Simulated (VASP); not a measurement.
# Te: molecular dynamics with a thermostat

Te, Pmma (no. 51), 8 atoms in the cell. PBE, molecular dynamics; PAW potentials Te (PBE set).

Ensemble: Nose-Hoover chain; Target temperature (K): 1600.

## Input

INCAR:
```
SYSTEM = Te
GGA = PE
PREC = Normal
ENCUT = 200
EDIFF = 1E-6
NELMIN = 4
NELM = 60
ALGO = Fast
LREAL = Auto
LASPH = .True.
ISMEAR = -1
SIGMA = 0.069
ISYM = 0
LWAVE = .False.
LCHARG = .False.
IBRION = 0
NSW = 60
POTIM = 4.0
TEBEG = 1600
ISIF = 2
RANDOM_SEED = 453186 0 0
MDALGO = 4
NHC_NCHAINS = 3
NHC_PERIOD = 30
KPAR = 2
```

KPOINTS:
```
k-points
0
Gamma
  2 2 3
```

POSCAR:
```
Te
1.0
    9.2140158900      0.0000000000      0.0000000000
    0.0000000000      6.3044032800      0.0000000000
    0.0000000000      0.0000000000      4.4566412000
Te
8
Direct
    0.5000000000      0.2500000000      0.0000000000
    0.5000000000      0.7500000000      0.0000000000
    0.0000000000      0.2500000000      0.0000000000
    0.0000000000      0.7500000000      0.0000000000
    0.2500000000      0.2500000000      0.4793769000
    0.2500000000      0.7500000000      0.4793769000
    0.7500000000      0.2500000000      0.5206231000
    0.7500000000      0.7500000000      0.5206231000
```

Commands:
```
cat potpaw_PBE.64/Te/POTCAR > POTCAR
mpirun -np 2 vasp_std > vasp.out
```

## Result

- Mean temperature (K): 1025
- Standard error of the mean temperature (K): 127
- Relative fluctuation of the kinetic energy: 0.285
- Canonical value of that fluctuation: 0.309
- Rise of the mean potential energy above the start (meV/atom): 109.4
- Electronic steps per ionic step after the first: 5.5

Course of the run:

| Time (fs) | Temperature (K) | Potential energy less the first (meV/atom) |
|---|---|---|
| 4 | 1600 | 0.0 |
| 24 | 1364 | 26.8 |
| 40 | 989 | 70.3 |
| 60 | 644 | 111.8 |
| 76 | 565 | 124.0 |
| 96 | 675 | 118.3 |
| 112 | 861 | 106.7 |
| 132 | 1060 | 101.7 |
| 148 | 1069 | 117.1 |
| 168 | 925 | 151.0 |
| 184 | 902 | 164.5 |
| 204 | 1181 | 145.5 |
| 220 | 1427 | 127.9 |
| 240 | 1363 | 146.2 |

REPORT:
```
MDALGO =   4
           NHC_NCHAINS =   3
            NHC_PERIOD =    30
            NHC_NRESPA =    1
                NHC_NS =  1
               SCALING =       0
                 CNEXP =     9.000   14.000
           RANDOM_SEED =            453186                0                0

   original number of atomic DOF:         21
   number of independent constraints:      0
   number of active DOF:                  21

========================================
         MD step No.       1
========================================

  Atomic velocities initialized by STEP_tb

  >Nose-Hoover_chains
                       xs       vs(fs^-1)
   nhc_s>   0.22283159E-07   0.22280837E-07
   nhc_s>  -0.13889371E-03  -0.13889853E-03
   nhc_s>  -0.13888889E-03  -0.13886960E-03

  >Energies
                    E_tot             E_pot             E_kin               EPS                ES
   e_b>   -0.23498056E+02   -0.24946009E+02    0.14479530E+01    0.38296842E-04   -0.38235637E-04

  >Temperature
               T_sim     T_inst
   tmprt>   1600.000   1600.257

           RANDOM_SEED =            453186               48                0

[... steps left out ...]

========================================
         MD step No.      60
========================================

  >Nose-Hoover_chains
                       xs       vs(fs^-1)
   nhc_s>  -0.54706531E+00  -0.15086074E-02
   nhc_s>   0.14481004E+01   0.14009716E-01
   nhc_s>  -0.37854059E+00   0.15612099E-01

  >Energies
                    E_tot             E_pot             E_kin               EPS                ES
   e_b>   -0.23496226E+02   -0.23776810E+02    0.12328577E+01    0.48425375E+00   -0.14365267E+01

  >Temperature
               T_sim     T_inst
   tmprt>   1600.000   1362.536

           RANDOM_SEED =            453186               48                0
```

OSZICAR:
```
N       E                     dE             d eps       ncg     rms          rms(c)
DAV:   1     0.149289190935E+03    0.14929E+03   -0.10192E+04   464   0.621E+02
DAV:   2    -0.128170640819E+02   -0.16211E+03   -0.15528E+03   601   0.143E+02
DAV:   3    -0.245238555776E+02   -0.11707E+02   -0.11304E+02   540   0.412E+01
DAV:   4    -0.249441141729E+02   -0.42026E+00   -0.38713E+00   628   0.754E+00
DAV:   5    -0.249529537619E+02   -0.88396E-02   -0.88273E-02   565   0.107E+00    0.212E+01
RMM:   6    -0.249417067906E+02    0.11247E-01   -0.37504E-02   466   0.839E-01    0.128E+01
RMM:   7    -0.249456695852E+02   -0.39628E-02   -0.84936E-02   468   0.130E+00    0.324E-01
RMM:   8    -0.249458760563E+02   -0.20647E-03   -0.73121E-03   471   0.511E-01    0.164E-01
RMM:   9    -0.249459961477E+02   -0.12009E-03   -0.12036E-03   487   0.196E-01    0.481E-02
RMM:  10    -0.249459994287E+02   -0.32810E-05   -0.33441E-04   512   0.768E-02    0.242E-02
RMM:  11    -0.249460028280E+02   -0.33992E-05   -0.10773E-04   547   0.356E-02    0.108E-02
RMM:  12    -0.249460059034E+02   -0.30754E-05   -0.37085E-05   469   0.156E-02    0.582E-03
[... left out ...]
[... last step whole ...]
       N       E                     dE             d eps       ncg     rms          rms(c)
DAV:   1    -0.237764467475E+02    0.62213E-01   -0.23046E-02   832   0.244E+00    0.289E-02
RMM:   2    -0.237767440555E+02   -0.29731E-03   -0.29928E-03   465   0.169E-01    0.175E-02
RMM:   3    -0.237767972694E+02   -0.53214E-04   -0.49882E-04   522   0.727E-02    0.187E-02
RMM:   4    -0.237768085239E+02   -0.11255E-04   -0.11384E-04   553   0.332E-02    0.158E-02
RMM:   5    -0.237768102839E+02   -0.17600E-05   -0.21556E-05   397   0.139E-02    0.828E-03
RMM:   6    -0.237768103037E+02   -0.19780E-07   -0.35509E-06   312   0.633E-03
     60 T=  1363. E= -.23488815E+02 F= -.23776810E+02 E0= -.23736710E+02  EK= 0.12403E+01 SP= -.14E+01 SK= 0.48E+00
```

Limits: 240 fs of 8 atoms are too short for converged averages; the cell is only 4.5 Å across, so each atom moves in step with near copies of itself.

VASP 6.6.1 took 212 s on 2 cores (AMD EPYC 7R13 (Zen 3)), a shared host.
